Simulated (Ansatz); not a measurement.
A run of Ansatz 0.2.0 is set up as follows.

Contents of input.yaml:

```yaml
crystal:
  lattice:
    - [0.0, 2.8516550534, 2.8516550534]
    - [2.8516550534, 0.0, 2.8516550534]
    - [2.8516550534, 2.8516550534, 0.0]
  atoms:
    - { symbol: Si, position_ang: [2.8516550534, 2.8516550534, 2.8516550534], spin: 0.5 }
    - { symbol: Si, position_ang: [4.2774825801, 4.2774825801, 4.2774825801], spin: 0.5 }
kpoints:
  mp_grid: { grid: [8, 8, 8] }
scf:
  occupations: { method: fermi_dirac, width: 0.1 }
hamiltonian:
  xc: pbe
  dispersion: d3bj
  pseudopotentials: { kind: all_electron, lapw: { basis_error: 0.002 } }
magnetization:
  spin_polarized: true
  initial_magnetization: 1.0
  spin_locking: { lock_magnetization: hard }
output:
  forces: true
  stress: true
  eigenvalues: true
```

Potentials or basis: all-electron LAPW, scalar-relativistic.

Command:

```bash
$ ansatz run input.yaml --threads 1 --pin off --max-ram 2560MiB --backend cpu --events-out ev --progress --plain --runs-dir out
```

Task: What does it give for the pressure?

Result: -5.6 GPa.

Caveat: the total moment is fixed, so each spin has its own Fermi level.
